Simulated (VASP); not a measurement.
# ZnO (R-3m) in VASP: electric field gradients with PBE

Aim: the electric field gradients of ZnO with PBE.

Everything below comes from runs of VASP 6.6.1. Logs are shortened: lines on timing, memory, paths and dates and some standing lists are left out, and cuts for length are marked.

### Step 1. The cell of the first run

It takes space group R-3m (No. 166, trigonal). The conventional cell has a = 3.087 Å, b = 3.087 Å, c = 7.117 Å, α = 90.00°, β = 90.00°, γ = 120.00°. Zn (site symmetry -3m) has 6 O at 2.14 Å as nearest neighbours. Around O (site symmetry -3m) lie 6 Zn at 2.14 Å.

Measurements of this composition are mostly on another form, of space group No. 186.

### Step 2. Electric field gradients, PBE (equal xy, yz and zx shear strains of -4 %)

Contents of INCAR:

```
ALGO     = Normal         # electronic algorithm
EDIFF    = 1E-8           # SCF threshold, eV
ENCUT    = 520            # plane-wave cutoff, eV
GGA      = PE             # functional
ISIF     = 2              # what is computed and relaxed
ISMEAR   = -1             # smearing method
LASPH    = T              # aspherical terms in the spheres
LCHARG   = F              # write CHGCAR
LEFG     = T            
LREAL    = F              # projectors in reciprocal space
LWAVE    = F              # write WAVECAR
NBANDS   = 16             # bands
NELM     = 80             # most SCF steps
PREC     = Accurate       # precision mode
SIGMA    = 0.01           # smearing width, eV
```

Contents of KPOINTS:

```
k-points
0
Gamma
  11 11 11
```

Contents of POSCAR:

```
ZnO
1.0
   -0.0856000000      2.0972000000      2.0972000000
    2.0972000000     -0.0856000000      2.0972000000
    2.0972000000      2.0972000000     -0.0856000000
Zn O
1 1
Direct
    0.0000000000      0.0000000000      0.0000000000
    0.5000000000      0.5000000000      0.5000000000
```

Potentials or basis: VASP PAW PBE potentials, release 64 (Zn, O).

Command:

```console
> cat potpaw_PBE.64/Zn/POTCAR potpaw_PBE.64/O/POTCAR > POTCAR
> mpirun -np 1 vasp_std > vasp.out
```

OUTCAR:

```text
EDIFF = 1E-8
   ENCUT = 520
   GGA = PE
   ISIF = 2
   ISMEAR = -1
   LASPH = T
   LREAL = F
   NELM = 80
   PREC = Accurate

 ion  position               nearest neighbor table
   1  0.000  0.000  0.000-   2 2.14   2 2.14   2 2.14   2 2.14   2 2.14   2 2.14
   2  0.500  0.500  0.500-   1 2.14   1 2.14   1 2.14   1 2.14   1 2.14   1 2.14

  LATTYP: Found a trigonal (rhomboedric) cell.
 ALAT       =     2.9671236981
 COS(alpha) =     0.4588014981

  Lattice vectors:

 A1 = (  -0.0856000000,   2.0972000000,   2.0972000000)
 A2 = (   2.0972000000,  -0.0856000000,   2.0972000000)
 A3 = (   2.0972000000,   2.0972000000,  -0.0856000000)

Analysis of symmetry for initial positions (statically):
=====================================================================
 Subroutine PRICEL returns:
 Original cell was already a primitive cell.

 Routine SETGRP: Setting up the symmetry group for a
 trigonal (rhombohedral) supercell.

 Subroutine GETGRP returns: Found 12 space group operations
 (whereof 12 operations were pure point group operations)
 out of a pool of 12 trial point group operations.

The static configuration has the point symmetry D_3d.

Analysis of symmetry for dynamics (positions and initial velocities):
=====================================================================
 Subroutine PRICEL returns:
 Original cell was already a primitive cell.

 Routine SETGRP: Setting up the symmetry group for a
 trigonal (rhombohedral) supercell.

 Subroutine GETGRP returns: Found 12 space group operations
 (whereof 12 operations were pure point group operations)
 out of a pool of 12 trial point group operations.

The dynamic configuration has the point symmetry D_3d.

 Subroutine INISYM returns: Found 12 space group operations
 (whereof 12 operations are pure point group operations),
 and found     1 'primitive' translations

----------------------------------------------------------------------------------------

                                     Primitive cell

  volume of cell :      19.5769

  direct lattice vectors                    reciprocal lattice vectors
    -0.085600000  2.097200000  2.097200000    -0.224291430  0.233835746  0.233835746
[... 128 lines left out ...]
  ext. energy  EPLUGINS =         0.00000000
  ---------------------------------------------------
  free energy    TOTEN  =        -8.58894828 eV

  energy without entropy =       -8.58894828  energy(sigma->0) =       -8.58894828

 E-fermi :   2.9735     XC(G=0): -12.3039

 val. band max:        2.7553732004   @ k =   0.4545   0.0000   0.0000
 cond. band min:       3.5947739265   @ k =   0.0000   0.0000   0.0000
 fundamental gap:      0.8394007261
 Fermi energy:         2.9734860858

 k-point     1 :       0.0000    0.0000    0.0000
  band No.  band energies     occupation
      1     -15.8500      2.00000
      2      -2.1778      2.00000
      3      -2.1778      2.00000
      4      -2.0826      2.00000
      5      -1.9021      2.00000
      6      -1.9021      2.00000
[... 433 lines left out ...]
      3      -2.7027      2.00000
      4      -2.5311      2.00000
      5      -1.9465      2.00000
      6      -1.7522      2.00000
[... 8 lines left out ...]
     15      24.6616      0.00000
     16      25.8786      0.00000

 [... further k-points ...]

------------------------ aborting loop because EDIFF is reached ----------------------------------------

  FORCE on cell =-STRESS in cart. coord.  units (eV):
  Direction    XX          YY          ZZ          XY          YZ          ZX
  --------------------------------------------------------------------------------------
  -------------------------------------------------------------------------------------
  Total        0.9094548      0.9094548      0.9094548      0.3776600      0.3776600      0.3776600
  in kB       74.4301335     74.4301335     74.4301335     30.9078406     30.9078406     30.9078406
  external PRESSURE =      74.4301335 kB  Pullay stress =       0.0000000 kB

 VOLUME and BASIS-vectors are now :
 -----------------------------------------------------------------------------
  energy-cutoff  :      520.00
  volume of cell :       19.58
      direct lattice vectors                 reciprocal lattice vectors
    -0.085600000  2.097200000  2.097200000    -0.224291430  0.233835746  0.233835746
     2.097200000 -0.085600000  2.097200000     0.233835746 -0.224291430  0.233835746
     2.097200000  2.097200000 -0.085600000     0.233835746  0.233835746 -0.224291430

 POSITION                                       TOTAL-FORCE (eV/Angst)
 -----------------------------------------------------------------------------------
      0.00000      0.00000      0.00000        -0.000000      0.000000      0.000000
      2.05440      2.05440      2.05440         0.000000     -0.000000     -0.000000
 -----------------------------------------------------------------------------------
    total drift:                                0.000000     -0.000000     -0.000000

  FREE ENERGIE OF THE ION-ELECTRON SYSTEM (eV)
  ---------------------------------------------------
  free  energy   TOTEN  =        -8.5889482812 eV

  energy  without entropy=       -8.5889482812  energy(sigma->0) =       -8.58894828

 Electric field gradients (V/A^2)
---------------------------------------------------------------------
 ion       V_xx      V_yy      V_zz      V_xy      V_xz      V_yz
---------------------------------------------------------------------
   1      -0.000    -0.000    -0.000     4.786     4.786     4.786
   2      -0.000    -0.000     0.000    -9.036    -9.036    -9.036
---------------------------------------------------------------------

 Electric field gradients after diagonalization (V/A^2)
 (convention: |V_zz| > |V_xx| > |V_yy|)
----------------------------------------------------------------------
 ion       V_xx      V_yy      V_zz     asymmetry (V_yy - V_xx)/ V_zz
----------------------------------------------------------------------
   1      -4.786    -4.786     9.572       0.000
   2       9.036     9.036   -18.072       0.000
----------------------------------------------------------------------

           NMR quadrupolar parameters

 Cq : quadrupolar parameter    Cq=e*Q*V_zz/h
 eta: asymmetry parameters     (V_yy - V_xx)/ V_zz
 Q  : nuclear electric quadrupole moment in mb (millibarn)
----------------------------------------------------------------------
 ion       Cq(MHz)       eta       Q (mb)
----------------------------------------------------------------------
   1       0.023       0.000       1.000
   2      -0.044       0.000       1.000
----------------------------------------------------------------------
```

stdout:

```text
POSCAR found type information on POSCAR ZnO
 POSCAR found :  2 types and       2 ions
 scaLAPACK will be used
 LDA part: xc-table for (Slater+PW92), standard interpolation
 POSCAR, INCAR and KPOINTS ok, starting setup
 FFT: planning ... GRIDC
 FFT: planning ... GRID_SOFT
 FFT: planning ... GRID
 WAVECAR not read
 entering main loop
ion   1

ion   2
```

Run time: 33 s. Hardware: 1 thread of AMD EPYC 9R45 (Zen 5), shared host; peak memory 0.13 GiB.

What came out:

| Property | Result |
| --- | --- |
| Free energy | -8.5889 eV |
| Pressure | 7.4 GPa |
| Band gap on the k mesh | 0.84 eV, indirect (least direct gap 1.92 eV) |

Levels at points of the mesh, in eV from the valence-band top:
```csv
k point,band 7,band 8,band 9,band 10,band 11,band 12
"(0.00, 0.00, 0.00)",-1.51,-1.51,-1.08,0.84,17.42,17.42
```

Electric field gradients, principal values (V/Å²):
```tsv
atom	Vxx	Vyy	Vzz
1 Zn	-4.786	-4.786	9.572
2 O	9.036	9.036	-18.072
```

Caveat: an odd mesh through Γ misses points on the zone boundary, where band edges often lie.
